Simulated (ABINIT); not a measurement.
# Co (P6_3/mmc) in ABINIT: single point with PBEsol

Aim: the single point of Co with PBEsol.

Program: ABINIT 10.8.3 (patched build). These are calculated values, not measurements. Logs are shortened: lines on timing, memory, paths and dates and some standing lists are left out, and cuts for length are marked. The log counts tension as positive stress, the text compression.

### Step 1. The structure

It takes space group P6_3/mmc (No. 194, hexagonal). Conventional cell: a = 2.472 Å, b = 2.472 Å, c = 4.021 Å, α = 90.00°, β = 90.00°, γ = 120.00°. Co (site symmetry -6m2) has 12 Co at 2.47 Å as nearest neighbours.

### Step 2. Single point, PBEsol, collinear spin, ferromagnetic start

run.abi

```
pp_dirpath "./"
pseudos "Co.GGA_PBE-JTH.xml"

acell 3*1.0
rprim
     4.6714027971     0.0000000000     0.0000000000
    -2.3357013986     4.0455534936     0.0000000000
     0.0000000000     0.0000000000     7.5988610189
ntypat 1
znucl 27
natom 2
typat 1 1
xcart
     1.2359999517     0.7136049047     3.0158580600
    -0.0000000001     1.4272098096     1.0052860200 Angstrom

ecut 26.0
pawecutdg 48.0
pawxcdev 0

kptopt 1
ngkpt 12 12 7
nshiftk 1
shiftk 0.0 0.0 0.0

ixc -116133

nband 22
occopt 3
tsmear 0.00183747

nsppol 2
spinat
     0.0000000000     0.0000000000     5.0000000000
     0.0000000000     0.0000000000     5.0000000000

nstep 100
tolvrs 1.0e-9

iomode 3
prtwf 0
prtden 0
prteig 0
prtebands 0
enunit 1
```

Potentials or basis: JTH PAW PBE v2.0.

Started as:

```console
$ abinit run.abi > log 2>&1
```

run.abo:

```text
.Version 10.8.3 of ABINIT
 Symmetries : space group P6_3/m m c (#194); Bravais hP (primitive hexag.)
================================================================================
 Values of the parameters that define the memory need of the present run
     intxc =       0    ionmov =       0      iscf =      17    lmnmax =      18
     lnmax =       6     mgfft =      36  mpssoang =       3    mqgrid =    3001
     natom =       2  nloc_mem =       2    nspden =       2   nspinor =       1
    nsppol =       2      nsym =      24    n1xccc =       1    ntypat =       1
    occopt =       3   xclevel =       2
       mpw =         929          nfft =       20736          nkpt =          76
 PAW method is used; the additional fine FFT grid is defined by:
   mgfftf=        48    nfftf =     43200
================================================================================
================================================================================

--------------------------------------------------------------------------------
------------- Echo of variables that govern the present computation ------------
--------------------------------------------------------------------------------
 -outvars: echo values of preprocessed input variables --------
            acell      1.0000000000E+00  1.0000000000E+00  1.0000000000E+00 Bohr
              amu      5.89332000E+01
             ecut      2.60000000E+01 Hartree
           enunit           1
                       outvar_i_n : Printing only first  50 k-points.
              ixc     -116133
                       outvar_i_n : Printing only first  50 k-points.
         kptrlatt       12    0    0      0   12    0      0    0    7
          kptrlen      5.31920271E+01
            natom           2
            nband          22
            ngfft          24      24      36
          ngfftdg          30      30      48
             nkpt          76
           nspden           2
           nsppol           2
            nstep         100
             nsym          24
           ntypat           1
                       prtocc : prtvol=0, do not print more k-points.
                       1.000000  1.000000  1.000000  1.000000  1.000000  1.000000
                       1.000000  1.000000  1.000000  1.000000  1.000000  1.000000
                       1.000000  1.000000  1.000000  1.000000  1.000000  0.000000
                       0.000000  0.000000  0.000000  0.000000
                       1.000000  1.000000  1.000000  1.000000  1.000000  1.000000
                       1.000000  1.000000  1.000000  1.000000  1.000000  1.000000
                       1.000000  1.000000  1.000000  1.000000  1.000000  0.000000
                       0.000000  0.000000  0.000000  0.000000
                       1.000000  1.000000  1.000000  1.000000  1.000000  1.000000
                       1.000000  1.000000  1.000000  1.000000  1.000000  1.000000
                       1.000000  1.000000  1.000000  1.000000  1.000000  0.000000
                       0.000000  0.000000  0.000000  0.000000
                       1.000000  1.000000  1.000000  1.000000  1.000000  1.000000
                       1.000000  1.000000  1.000000  1.000000  1.000000  1.000000
                       1.000000  1.000000  1.000000  1.000000  1.000000  0.000000
                       0.000000  0.000000  0.000000  0.000000
                       1.000000  1.000000  1.000000  1.000000  1.000000  1.000000
[... 168 lines left out ...]
                       1.000000  1.000000  1.000000  1.000000  1.000000  1.000000
                       1.000000  1.000000  1.000000  1.000000  1.000000  0.000000
                       0.000000  0.000000  0.000000  0.000000
                       1.000000  1.000000  1.000000  1.000000  1.000000  1.000000
                       1.000000  1.000000  1.000000  1.000000  1.000000  1.000000
                       1.000000  1.000000  1.000000  1.000000  1.000000  0.000000
                       0.000000  0.000000  0.000000  0.000000
                       1.000000  1.000000  1.000000  1.000000  1.000000  1.000000
                       1.000000  1.000000  1.000000  1.000000  1.000000  1.000000
                       1.000000  1.000000  1.000000  1.000000  1.000000  0.000000
                       0.000000  0.000000  0.000000  0.000000
                       1.000000  1.000000  1.000000  1.000000  1.000000  1.000000
                       1.000000  1.000000  1.000000  1.000000  1.000000  1.000000
                       1.000000  1.000000  1.000000  1.000000  1.000000  0.000000
                       0.000000  0.000000  0.000000  0.000000
                       prtocc : prtvol=0, do not print more k-points.
           occopt           3
        pawecutdg      4.80000000E+01 Hartree
         pawxcdev           0
           prtden           0
        prtebands           0
           prteig           0
            prtwf           0
            rprim      4.6714027971E+00  0.0000000000E+00  0.0000000000E+00
                      -2.3357013986E+00  4.0455534936E+00  0.0000000000E+00
                       0.0000000000E+00  0.0000000000E+00  7.5988610189E+00
          spgroup         194
[... 108 lines left out ...]
- [  0.00000000E+00,   0.00000000E+00,   2.31871645E-04, ]
pressure_GPa:  -4.7942E+00
xred      :
- [  6.6667E-01,   3.3333E-01,   7.5000E-01, Co]
- [  3.3333E-01,   6.6667E-01,   2.5000E-01, Co]
cartesian_forces: # hartree/bohr
- [ -2.88205207E-29,   8.31976770E-29,  -0.00000000E+00, ]
- [  2.88205207E-29,  -8.31976770E-29,  -0.00000000E+00, ]
force_length_stats: {min:   8.80481452E-29, max:   8.80481452E-29, mean:   8.80481452E-29, }
...

 Integrated electronic and magnetization densities in atomic spheres:
 ------------------------------------------------------------------------------------------------------------
 Radius=ratsph(iatom), smearing ratsm=  0.0000. Diff(up-dn)=approximate z local magnetic moment.
    Atom    Radius    up_density   dn_density  Total(up+dn)  Diff(up-dn)
    1 Co   2.10903     8.617018     6.949362     15.566380     1.667657
    2 Co   2.10903     8.617018     6.949362     15.566380     1.667657
 ------------------------------------------------------------------------------------------------------------
  Sum:                17.234036    13.898723     31.132759     3.335313
 Total magnetization (from the atomic spheres):                3.335313
 Total magnetization (exact up - dn):                          3.196067

================================================================================

 ----iterations are completed or convergence reached----

 Mean square residual over all n,k,spin=   83.706E-08; max=  96.437E-05
 reduced coordinates (array xred) for    2 atoms
       0.666666667014      0.333333333672      0.750000000337
       0.333333333680      0.666666667005      0.250000000337
 rms dE/dt=  3.4762E-28; max dE/dt=  5.3853E-28; dE/dt below (all hartree)
    1      -0.000000000000     -0.000000000000      0.000000000000
    2      -0.000000000000      0.000000000000      0.000000000000

 cartesian coordinates (angstrom) at end:
    1      1.23599995117861     0.71360490500837     3.01585805932326
    2      0.00000000042139     1.42720980929163     1.00528602067674

 cartesian forces (hartree/bohr) at end:
    1     -0.00000000000000     0.00000000000000    -0.00000000000000
    2      0.00000000000000    -0.00000000000000    -0.00000000000000
 frms,max,avg= 5.0834620E-29 8.3197677E-29   0.000E+00  0.000E+00  0.000E+00 h/b

 cartesian forces (eV/Angstrom) at end:
    1     -0.00000000000000     0.00000000000000    -0.00000000000000
    2      0.00000000000000    -0.00000000000000    -0.00000000000000
 frms,max,avg= 2.6140213E-27 4.2781966E-27   0.000E+00  0.000E+00  0.000E+00 e/A
 length scales=  1.000000000000  1.000000000000  1.000000000000 bohr
              =  0.529177210544  0.529177210544  0.529177210544 angstroms
 Fermi (or HOMO) energy (eV) =  14.34542   Average Vxc (eV)= -13.04363
 Eigenvalues (   eV  ) for nkpt=  76  k points, SPIN UP:
 kpt#   1, nband= 22, wtk=  0.00099, kpt=  0.0000  0.0000  0.0000 (reduced coord)
 -81.42298  -81.36170  -44.96629  -44.65954  -44.65954  -44.61579  -44.60979  -44.60979
   5.16060    9.05377   11.68093   11.74009   11.74009   12.06073   12.06073   12.44979
  12.44979   13.57658   13.57658   14.05596   20.71956   36.33472
 prteigrs : prtvol=0 or 1, do not print more k-points.

 Eigenvalues (   eV  ) for nkpt=  76  k points, SPIN DOWN:
 kpt#   1, nband= 22, wtk=  0.00099, kpt=  0.0000  0.0000  0.0000 (reduced coord)
 -79.40300  -79.33731  -43.01144  -42.68649  -42.68649  -42.63315  -42.63315  -42.63086
   5.21900    9.99512   13.29109   13.35408   13.35408   13.72805   13.72805   14.07298
  14.19262   14.19262   15.43746   15.43746   21.77266   36.14440
 prteigrs : prtvol=0 or 1, do not print more k-points.

--- !EnergyTerms
iteration_state     : {dtset: 1, }
comment             : Components of total free energy in Hartree
kinetic             :  2.35858093519942E+01
hartree             :  6.79515164010397E+01
xc                  : -6.28234550495320E+00
Ewald energy        : -2.00818620439709E+02
psp_core            :  7.15981755840742E+00
local_psp           : -2.35329140558382E+02
PAW spherical_terms :  5.10978583923914E+01
internal            : -2.92635104799212E+02
'-kT*entropy'       : -5.81256875741752E-04
total_energy        : -2.92635686056088E+02
total_energy_eV     : -7.96302268262984E+03
...

--- !EnergyTermsDC
iteration_state     : {dtset: 1, }
comment             : '"Double-counting" decomposition of free energy'
band_energy         : -2.32739608401700E+01
Ewald energy        : -2.00818620439709E+02
psp_core            :  7.15981755840742E+00
xc_dc               : -6.60187427043900E+01
PAW spherical_terms : -9.68360617562237E+00
internal            : -2.92635112601484E+02
'-kT*entropy'       : -5.81256875741752E-04
total_energy_dc     : -2.92635693858360E+02
total_energy_dc_eV  : -7.96302289494048E+03
...

--- !EnergyTermsWithPAWCore
iteration_state     : {dtset: 1, }
comment             : 'Components of total free energy, including PAW core contributions'
Total energy        : -2.78446233018177E+03
Total energy DC     : -2.78446233798404E+03
Total energy (eV)   : -7.57690799539604E+04
Total energy DC (eV): -7.57690801662711E+04
...

 Cartesian components of stress tensor (hartree/bohr^3)
  sigma(1 1)=  1.28490037E-04  sigma(3 2)=  0.00000000E+00
  sigma(2 2)=  1.28490037E-04  sigma(3 1)=  0.00000000E+00
  sigma(3 3)=  2.31871645E-04  sigma(2 1)=  6.17787746E-13

-Cartesian components of stress tensor (GPa)         [Pressure= -4.7942E+00 GPa]
- sigma(1 1)=  3.78030740E+00  sigma(3 2)=  0.00000000E+00
- sigma(2 2)=  3.78030740E+00  sigma(3 1)=  0.00000000E+00
- sigma(3 3)=  6.82189931E+00  sigma(2 1)=  1.81759430E-08

== END DATASET(S) ==============================================================
================================================================================

 -outvars: echo values of variables after computation  --------
            acell      1.0000000000E+00  1.0000000000E+00  1.0000000000E+00 Bohr
           etotal     -2.9263569386E+02
            fcart     -2.8820520731E-29  8.3197677011E-29 -0.0000000000E+00
                       2.8820520731E-29 -8.3197677011E-29 -0.0000000000E+00
            rprim      4.6714027971E+00  0.0000000000E+00  0.0000000000E+00
                      -2.3357013986E+00  4.0455534936E+00  0.0000000000E+00
                       0.0000000000E+00  0.0000000000E+00  7.5988610189E+00
           strten      1.2849003691E-04  1.2849003687E-04  2.3187164460E-04
                       0.0000000000E+00  0.0000000000E+00  6.1778774594E-13
           xangst      1.2359999512E+00  7.1360490501E-01  3.0158580593E+00
                       4.2138525375E-10  1.4272098093E+00  1.0052860207E+00
             xred      6.6666666701E-01  3.3333333367E-01  7.5000000034E-01
                       3.3333333368E-01  6.6666666701E-01  2.5000000034E-01
 Calculation completed.
```

Wall time 1.8 min (1 thread of AMD EPYC 7R43 (Zen 3), shared host); peak memory 0.18 GiB.

Results:

```yaml
Free_energy: -7963.0229 eV
Pressure: -4.8 GPa
Band_gap_on_the_k_mesh: none (metal or under the smearing width)
Net_moment: 3.20 μB per cell
Site_moments: Co +1.67 μB
Valence_electrons_inside_the_program's_atomic_spheres: Co 15.57 (radii [1.1161] Å)
```

Stress tensor (GPa, compression positive):
```
-3.78  0.00  0.00
 0.00 -3.78  0.00
 0.00  0.00 -6.82
```

Levels at points of the mesh, in eV from the Fermi level:
Spin up:
```csv
k point,band 16,band 17,band 18,band 19,band 20,band 21,band 22
"(0.00, 0.00, 0.00)",-1.90,-1.90,-0.77,-0.77,-0.29,6.37,21.99
"(0.50, 0.00, 0.00)",-0.61,-0.54,-0.46,1.34,3.38,9.69,10.34
```
Spin down:
```
           k point  band 11  band 12  band 13  band 14  band 15  band 16  band 17  band 18  band 19  band 20
(0.00, 0.00, 0.00)    -1.05    -0.99    -0.99    -0.62    -0.62    -0.27    -0.15    -0.15     1.09     1.09
(0.50, 0.00, 0.00)    -3.37    -1.91    -1.13    -1.10    -0.66     1.25     1.35     1.42     2.62     4.39
```

Caveat: the PAW data sets were made with another functional, which shifts forces and pressure a little; the moment fell far below its start of 5 μB, so a state of higher moment may lie lower in energy.

### Step 3. The reference run

An earlier run on the cell as given: functional PBEsol; potentials or basis JTH PAW PBE v2.0; cutoff 707 eV; k mesh 12 × 12 × 7; occupations fermi-dirac, width 0.05 eV; collinear spin, ferromagnetic start; starting moments [2.0, 2.0] μB.

- Pressure: -4.8 GPa
- Band gap on the k mesh: none (metal or under the smearing width)
- Net moment: 3.20 μB per cell
- Site moments: Co +1.67 μB
- Valence electrons inside the program's atomic spheres: Co 15.57 (radii [1.1161] Å)
